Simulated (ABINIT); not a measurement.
Runs of ABINIT 10.8.3 (patched build) on CsSnI3. Symmetry: Pm-3m, No. 221, cubic system. Conventional cell: a = 6.206 Å, b = 6.206 Å, c = 6.206 Å, α = 90.00°, β = 90.00°, γ = 90.00°. Around Cs (site symmetry m-3m) lie 12 I at 4.39 Å. Around I (site symmetry 4/mmm) lie 2 Sn at 3.10 Å. Around Sn (site symmetry m-3m) lie 6 I at 3.10 Å. 

```csv
task,level,potentials or basis,k mesh,cutoff (eV),fine-grid cutoff,gap on the mesh (eV),pressure (GPa)
single point,LDA,JTH PAW LDA v2.0,3 × 3 × 3,544,1088.46 eV,3.09,-
band structure,revPBE,JTH PAW PBE v2.0,5 × 5 × 5,599,1197.3 eV,-,(b)
band structure,LDA,JTH PAW LDA v2.0 sp,5 × 5 × 5,544,1088.46 eV,1.74,-
single point,LDA,JTH PAW LDA v2.0,6 × 6 × 6,544,1088.46 eV,0.27,-
band structure,LDA-PZ,JTH PAW LDA v2.0,5 × 5 × 5,544,1088.46 eV,1.74,-
single point,PBEsol,JTH PAW PBE v2.0,3 × 3 × 3,599,1197.3 eV,3.07,-1.0
band structure,WC,JTH PAW PBE v2.0,5 × 5 × 5,599,1197.3 eV,-,(a)
single point,LDA,JTH PAW LDA v2.0,4 × 4 × 4,544,1088.46 eV,0.26,-
```

Alike in all rows: no spin polarisation; cell as given; smearing fermi-dirac 0.05 eV.

Q: Fill in the values left out.

A: (a) -0.6; (b) 1.4.

Caveats: spin-orbit coupling is left out, which moves the levels of the heavy elements; the cell was measured hot, at 500 K; an odd mesh through Γ misses points on the zone boundary, where band edges often lie (some runs); the PAW data sets were made with another functional, which shifts forces and pressure a little (some runs); this set keeps more shells in the core, which shifts pressures and gaps (some runs).

A k mesh can miss the band edges, and the runs leave out spin-orbit coupling on Cs, I, Sn.

The runs don't all hold the same shells in valence.

Runs at the PBE level aren't shown here.
